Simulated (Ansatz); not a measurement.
# WS2: the cost of one run

Computed with Ansatz 0.2.0 (DFT r2SCAN, scalar-relativistic, plane waves, PAW, unless a step's input says otherwise).

## Step 1: The system as given

It takes space group R3m (No. 160, trigonal). Conventional cell: a = 3.158 Å, b = 3.158 Å, c = 18.490 Å, α = 90.00°, β = 90.00°, γ = 120.00°. W (site symmetry 3m) has 6 S at 2.39 to 2.42 Å as nearest neighbours. S (site symmetry 3m) has 3 W at 2.39 Å as nearest neighbours. S (site symmetry 3m) has 3 W at 2.42 Å as nearest neighbours.

As a file:

```
CELL_PARAMETERS angstrom
1.57900 0.91164 6.16333
-1.57900 0.91164 6.16333
0.00000 -1.82327 6.16333
ATOMIC_POSITIONS crystal
W 0.00000 0.00000 0.00000
S 0.75030 0.75030 0.75030
S 0.58100 0.58100 0.58100
```

The structure comes from the Crystallography Open Database.

## Step 2: Quick check of gap, pressure and forces

File input.yaml:

```yaml
crystal:
  lattice:
    - [1.5790003843, 0.9116362969, 6.16333]
    - [-1.5790003843, 0.9116362969, 6.16333]
    - [0.0, -1.8232725938, 6.16333]
  atoms:
    - { symbol: W, position: [0.0, 0.0, 0.0] }
    - { symbol: S, position: [0.7503, 0.7503, 0.7503] }
    - { symbol: S, position: [0.581, 0.581, 0.581] }
basis:
  ecutwfc: 500
kpoints:
  mp_grid: { grid: [6, 6, 6] }
hamiltonian:
  xc: r2scan
scf:
  occupations: { method: gaussian, width: 0.1 }
output:
  forces: true
  stress: true
  eigenvalues: true
```

Started as:

```
$ ansatz run input.yaml --threads 1 --pin off --max-ram 1228MiB --backend cpu --events-out ev --progress --plain --runs-dir out
```

Q: Estimate wall time and peak memory on 1 thread of an x86-64 CPU, shared host.

About 3 s, with a peak of 0.51 GiB.
